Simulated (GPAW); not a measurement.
# AlN: optical spectrum from first principles

Wanted: where AlN starts to absorb, how strongly, and its refractive index.

Main program and level: GPAW 26.7.0; DFT, PBE, plane-wave PAW (GPAW data sets), scalar-relativistic, RPA, optical limit.

Most raw output is cut from this account.

### 1. Set-up

Symmetry: F-43m, No. 216, cubic system. Conventional cell: a = 4.368 Å, b = 4.368 Å, c = 4.368 Å, α = 90.00°, β = 90.00°, γ = 90.00°. Nearest to Al lie 4 N at 1.89 Å. Nearest to N lie 4 Al at 1.89 Å. Farther neighbours and most contacts between anions are not listed.

As a file:

```
Al N
1.0
     0.00000    2.18399    2.18399
     2.18399    0.00000    2.18399
     2.18399    2.18399    0.00000
Al N
1 1
Direct
  0.00000 0.00000 0.00000
  0.25000 0.25000 0.25000
```

### 2. Ground state

The self-consistent density comes first; it also tells whether there is a gap, which decides the occupations and the need for a Drude term.

This step: DFT, PBE, plane-wave PAW (GPAW data sets), scalar-relativistic, ground state (GPAW 26.7.0).

gs.py

```python
from ase import Atoms
from ase.dft.bandgap import bandgap
from gpaw import GPAW, PW, FermiDirac

atoms = Atoms(['Al', 'N'],
              cell=[[0.000000000000, 2.183993559600, 2.183993559600],
                    [2.183993559600, 0.000000000000, 2.183993559600],
                    [2.183993559600, 2.183993559600, 0.000000000000]],
              scaled_positions=[[0.000000000000, 0.000000000000, 0.000000000000],
                                [0.250000000000, 0.250000000000, 0.250000000000]],
              pbc=[True, True, True])
atoms.calc = GPAW(mode=PW(550), xc='PBE', kpts={'size': (9, 9, 9), 'gamma': True},
                  occupations=FermiDirac(0.05), maxiter=150, txt='gs.txt')
print('energy (eV)', atoms.get_potential_energy())
print('Fermi level (eV)', atoms.calc.get_fermi_level())
print('valence electrons', atoms.calc.get_number_of_electrons())
print('gap (eV)', bandgap(atoms.calc, output=None)[0])
print('direct gap (eV)', bandgap(atoms.calc, direct=True, output=None)[0])
atoms.calc.write('gs.gpw')
```

Command:

```console
$ OMP_NUM_THREADS=1 python gs.py
```

Run time: 5.8 s. Hardware: 1 thread of Arm Neoverse V1, shared host; peak memory 0.12 GiB.

Read-outs, printed or worked out from the files:

- energy: -14.48 eV
- Fermi energy: 6.985 eV
- gap on the k-mesh: 3.473 eV
- direct gap on the mesh: 4.150 eV
- electrons: 8

There is a gap, 3.47 eV on this mesh (points off the mesh can give less), so no carriers' term is needed.

### 3. Bands for the response

The response needs many more empty bands than the density does.

This step: DFT, PBE, plane-wave PAW (GPAW data sets), scalar-relativistic, bands at fixed density (GPAW 26.7.0).

nscf.py

```python
from ase.dft.bandgap import bandgap
from gpaw import GPAW, FermiDirac

calc = GPAW('gs.gpw').fixed_density(kpts={'size': (14, 14, 14), 'gamma': True}, nbands=25, convergence={'bands': 19},
                                    occupations=FermiDirac(0.001), txt='nscf.txt')
print('gap (eV)', bandgap(calc, output=None)[0])
print('direct gap (eV)', bandgap(calc, direct=True, output=None)[0])
print('top band over the Fermi level (eV)', min(calc.get_eigenvalues(kpt=k)[18] for k in range(len(calc.get_ibz_k_points()))) - calc.get_fermi_level())
calc.write('full.gpw', mode='all')
```

Command:

```console
$ OMP_NUM_THREADS=1 python nscf.py
```

Elapsed: 29 s, on 1 thread; peak memory 0.17 GiB.

This step gave:

```
gap on the k-mesh : 3.288 eV
```

### 4. Dielectric function, RPA

Transitions between filled and empty bands, summed over the zone, give the optical response, so mesh, band count and broadening shape it.

The induced potential is part of this response.

This step: DFT, PBE, plane-wave PAW (GPAW data sets), scalar-relativistic, RPA, optical limit (GPAW 26.7.0).

df.py

```python
from gpaw.response.df import DielectricFunction

df = DielectricFunction('full.gpw', frequencies={'type': 'nonlinear', 'domega0': 0.03, 'omega2': 8},
                        ecut=50,
                        eta=0.12,
                        nbands=19,
                        txt='df.txt')
for direction in ['x', 'z']:
    df.get_dielectric_function(xc='RPA', direction=direction, filename=f'df_{direction}.csv')
```

Command:

```console
$ OMP_NUM_THREADS=1 python df.py
```

Run time: 5.6 s. Hardware: 1 thread; peak memory 0.2 GiB.

Numbers from this step:

* electronic dielectric constant ε∞, mean over x, y and z (by symmetry where fewer were run): 4.402
* main peak of Im epsilon, first axis: 7.292 eV

The Im ε, E ∥ x or z has structure finer than the step of the table below, so its rows give means over 0.5 eV, whole bins alone (the curve runs from 0 to 14.0 eV). Peaks (eV: height): 7.27: 7.73, 8.03: 7.52, 9.96: 4.63, 11.03: 4.75, 13.17: 4.73.

Values under the direct gap are tails of Lorentzian lines. The Im ε, E ∥ x or z by photon energy; means over each step:

| photon energy (eV) | Im ε, E ∥ x or z |
| --- | --- |
| 0.5 | 0.00633 |
| 1.0 | 0.0131 |
| 1.5 | 0.0208 |
| 2.0 | 0.0303 |
| 2.5 | 0.0431 |
| 3.0 | 0.0620 |
| 3.5 | 0.0973 |
| 4.0 | 0.245 |
| 4.5 | 0.758 |
| 5.0 | 1.39 |
| 5.5 | 2.70 |
| 6.0 | 3.78 |
| 6.5 | 5.17 |
| 7.0 | 6.17 |
| 7.5 | 6.91 |
| 8.0 | 6.80 |
| 8.5 | 4.10 |
| 9.0 | 2.69 |
| 9.5 | 3.65 |
| 10.0 | 4.41 |
| 10.5 | 3.49 |
| 11.0 | 4.35 |
| 11.5 | 4.04 |
| 12.0 | 3.94 |
| 12.5 | 4.40 |
| 13.0 | 4.50 |
| 13.5 | 3.73 |

Table of Re ε, E ∥ x or z by photon energy:

photon energy (eV), Re ε, E ∥ x or z and a bar from the least value:
```
      0.0       4.40 ####################
      0.5       4.42 ####################
      1.0       4.46 ####################
      1.5       4.53 #####################
      2.0       4.63 #####################
      2.5       4.78 ######################
      3.0       4.99 ######################
      3.5       5.31 ########################
      4.0       5.85 #########################
      4.5       6.57 ############################
      5.0       7.07 ##############################
      5.5       6.69 #############################
      6.0       6.46 ############################
      6.5       6.56 ############################
      7.0       5.93 ##########################
      7.5       2.99 ###############
      8.0       1.79 ###########
      8.5      -0.17 ###
      9.0       1.96 ###########
      9.5       2.53 #############
     10.0       1.51 ##########
     10.5       1.70 ##########
     11.0       1.80 ###########
     11.5       0.49 ######
     12.0       0.91 #######
     12.5       0.95 ########
     13.0      -0.09 ####
     13.5      -1.11
```

The reflectivity at normal incidence, E ∥ x or z has structure finer than the step of the table below, so its rows give means over 0.5 eV, whole bins alone (the curve runs from 0 to 14.0 eV). Peaks (eV: height): 7.32: 31.7, 8.15: 35.6, 10.03: 24.4, 11.40: 26.9, 13.34: 36.5.

Reflectivity at normal incidence, E ∥ x or z against photon energy; means over each step:

| photon energy (eV) | reflectivity at normal incidence, E ∥ x or z (%) |
| --- | --- |
| 0.5 | 12.6 |
| 1.0 | 12.8 |
| 1.5 | 13.0 |
| 2.0 | 13.4 |
| 2.5 | 13.9 |
| 3.0 | 14.6 |
| 3.5 | 15.6 |
| 4.0 | 17.2 |
| 4.5 | 19.1 |
| 5.0 | 21.0 |
| 5.5 | 22.7 |
| 6.0 | 24.1 |
| 6.5 | 26.1 |
| 7.0 | 27.8 |
| 7.5 | 29.8 |
| 8.0 | 32.6 |
| 8.5 | 28.3 |
| 9.0 | 14.9 |
| 9.5 | 18.6 |
| 10.0 | 23.5 |
| 10.5 | 19.1 |
| 11.0 | 22.8 |
| 11.5 | 24.2 |
| 12.0 | 22.9 |
| 12.5 | 26.0 |
| 13.0 | 30.3 |
| 13.5 | 35.4 |

The Im ε, E ∥ x or z has structure finer than the step of the table below, so its rows give means over 0.25 eV, whole bins alone (the curve runs from 0 to 14.0 eV). Peaks (eV: height): without local fields 7.267: 8.18, 8.026: 8.24, 9.820: 5.23, 11.029: 6.41, 12.585: 6.03; with local fields 7.267: 7.73, 8.026: 7.52, 9.957: 4.63, 11.029: 4.75, 13.169: 4.73.

Values under the direct gap are tails of Lorentzian lines. Im ε, E ∥ x or z against photon energy; means over each step:

| photon energy (eV) | without local fields | with local fields |
| --- | --- | --- |
| 0.25 | 0.00340 | 0.00313 |
| 0.50 | 0.00685 | 0.00632 |
| 0.75 | 0.0104 | 0.00961 |
| 1.00 | 0.0142 | 0.0131 |
| 1.25 | 0.0182 | 0.0168 |
| 1.50 | 0.0225 | 0.0208 |
| 1.75 | 0.0273 | 0.0252 |
| 2.00 | 0.0327 | 0.0303 |
| 2.25 | 0.0389 | 0.0360 |
| 2.50 | 0.0461 | 0.0429 |
| 2.75 | 0.0549 | 0.0512 |
| 3.00 | 0.0659 | 0.0616 |
| 3.25 | 0.0804 | 0.0755 |
| 3.50 | 0.101 | 0.0956 |
| 3.75 | 0.137 | 0.131 |
| 4.00 | 0.239 | 0.236 |
| 4.25 | 0.384 | 0.385 |
| 4.50 | 0.799 | 0.816 |
| 4.75 | 0.985 | 1.00 |
| 5.00 | 1.37 | 1.36 |
| 5.25 | 2.27 | 2.18 |
| 5.50 | 2.82 | 2.71 |
| 5.75 | 3.52 | 3.19 |
| 6.00 | 4.09 | 3.80 |
| 6.25 | 4.68 | 4.36 |
| 6.50 | 5.61 | 5.18 |
| 6.75 | 5.92 | 5.45 |
| 7.00 | 6.66 | 6.06 |
| 7.25 | 7.89 | 7.41 |
| 7.50 | 7.09 | 6.65 |
| 7.75 | 7.26 | 6.70 |
| 8.00 | 7.84 | 7.16 |
| 8.25 | 6.14 | 5.70 |
| 8.50 | 4.54 | 4.07 |
| 8.75 | 3.25 | 2.76 |
| 9.00 | 3.23 | 2.57 |
| 9.25 | 4.10 | 3.28 |
| 9.50 | 4.18 | 3.53 |
| 9.75 | 4.97 | 4.35 |
| 10.00 | 4.91 | 4.53 |
| 10.25 | 4.01 | 3.71 |
| 10.50 | 4.23 | 3.52 |
| 10.75 | 4.69 | 3.62 |
| 11.00 | 6.18 | 4.57 |
| 11.25 | 6.17 | 4.55 |
| 11.50 | 5.23 | 3.90 |
| 11.75 | 5.40 | 3.85 |
| 12.00 | 5.45 | 3.88 |
| 12.25 | 5.75 | 4.15 |
| 12.50 | 5.77 | 4.37 |
| 12.75 | 5.33 | 4.55 |
| 13.00 | 4.84 | 4.45 |
| 13.25 | 4.17 | 4.45 |
| 13.50 | 3.33 | 3.68 |
| 13.75 | 2.91 | 3.21 |

Refractive index n and extinction k against photon energy:

| photon energy (eV) | n | k |
| --- | --- | --- |
| 0.0 | 2.10 | 0 |
| 0.5 | 2.10 | 0.00150 |
| 1.0 | 2.11 | 0.00309 |
| 1.5 | 2.13 | 0.00488 |
| 2.0 | 2.15 | 0.00702 |
| 2.5 | 2.19 | 0.00979 |
| 3.0 | 2.23 | 0.0138 |
| 3.5 | 2.30 | 0.0206 |
| 4.0 | 2.42 | 0.0465 |
| 4.5 | 2.57 | 0.168 |
| 5.0 | 2.67 | 0.262 |
| 5.5 | 2.64 | 0.511 |
| 6.0 | 2.65 | 0.741 |
| 6.5 | 2.73 | 0.945 |
| 7.0 | 2.69 | 1.13 |
| 7.5 | 2.25 | 1.44 |
| 8.0 | 2.17 | 1.71 |
| 8.5 | 1.38 | 1.44 |
| 9.0 | 1.61 | 0.792 |
| 9.5 | 1.85 | 0.942 |
| 10.0 | 1.78 | 1.29 |
| 10.5 | 1.68 | 1.06 |
| 11.0 | 1.85 | 1.27 |
| 11.5 | 1.47 | 1.29 |
| 12.0 | 1.56 | 1.23 |
| 12.5 | 1.64 | 1.31 |
| 13.0 | 1.46 | 1.50 |
| 13.5 | 1.16 | 1.57 |

From ε follow the optical constants at some laser and lamp lines:

| wavelength (nm) | n | k | R (%) | 1/α |
| --- | --- | --- | --- | --- |
| 800 | 2.13 | 0.005 | 13.0 | 13 µm |
| 633 | 2.15 | 0.007 | 13.3 | 7.4 µm |
| 532 | 2.17 | 0.009 | 13.7 | 4.8 µm |
| 450 | 2.21 | 0.012 | 14.2 | 3.1 µm |
| 365 | 2.29 | 0.019 | 15.3 | 1.5 µm |
| 308 | 2.43 | 0.050 | 17.3 | 485 nm |
| 193 | 2.72 | 0.897 | 25.7 | 17 nm |

Below the direct gap, k and the depth come from the tails of the Lorentzian lines, not from transitions.

Rows near the edge hang on the gap, which this functional as a rule makes too small, and phonon-assisted absorption is left out.

### 5. What came out

```yaml
electronic_dielectric_constant_eps_infinity_mean_over_x_y_and_z_by_symmetry_where_fewer_were_run_rpa: 4.40
main_peak_of_im_epsilon_first_axis: 7.29 eV
```

At this level (PBE, RPA) AlN has ε∞ = 4.40 and n = 2.11 at 1550 nm, and Im ε peaks at 7.3 eV. On the mesh the gap is 3.29 eV and the least direct gap 4.15 eV, so on this mesh the band edges lie at different points. Local fields change the static value along x from 4.70 to 4.40 (-6 %). Distinct maxima of Im ε, read by a parabola through the highest points, lie at 6.66 eV (5.7), 7.29 eV (7.8), 8.03 eV (7.5) and 11.03 eV (4.8). Excitons and phonon-assisted transitions are missing; PBE gaps are as a rule too small, which pulls the onset down and ε∞ up. The sum runs over mesh points, so small or evenly spaced maxima can still be ripples of the mesh.

[Machine, clock and banner lines and Python warnings are left out of the logs.]

[Logs are printed without paths, hosts, clocks, repeated set-up lines and the standing remarks that a program may print on its own settings, such as how far it seeks lower states.]

[Hosts, paths, dates, database ids (printed as entryN), source tags and the programs' standing remarks are cut or masked in the printed files.]
